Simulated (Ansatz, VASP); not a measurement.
## GaN in VASP and in Ansatz

```
Ga N
1.0
     0.00000    2.16726    2.13524
     2.16726    0.00000    2.13524
     2.16726    2.16726    0.00000
Ga N
1 1
Direct
  0.00000 0.00000 0.00000
  0.50000 0.50000 0.50000
```

Change from the starting cell: strain +0.015 along x and y, +0.000 along z, atoms carried along.

Alike in both runs: task single point; functional PBE; k mesh 14 × 14 × 14; occupations gaussian, width 0.05 eV; no spin polarisation.

|  | VASP | Ansatz |
| --- | --- | --- |
| version | VASP 6.6.1 | Ansatz 0.2.0 |
| potentials or method | VASP PAW PBE potentials, release 64 (Ga_d, N) | scalar-relativistic, plane waves, PAW |
| plane-wave cutoff (eV) | 520 | 420 |
| valence electrons in the cell | 18 | 18 |

Ansatz gave:

* gap on the k mesh at the Fermi level (eV): 0.13
* least direct gap on the mesh (eV): 1.97
* pressure (GPa): -6.0
* largest component of the traceless stress (GPa): 1.25

**Question.** What did VASP give for the same quantities?

**Answer.** gap on the k mesh at the Fermi level (eV): 0.12; least direct gap on the mesh (eV): 1.97; pressure (GPa): -5.3; largest component of the traceless stress (GPa): 1.28.

A k mesh can miss the band edges.
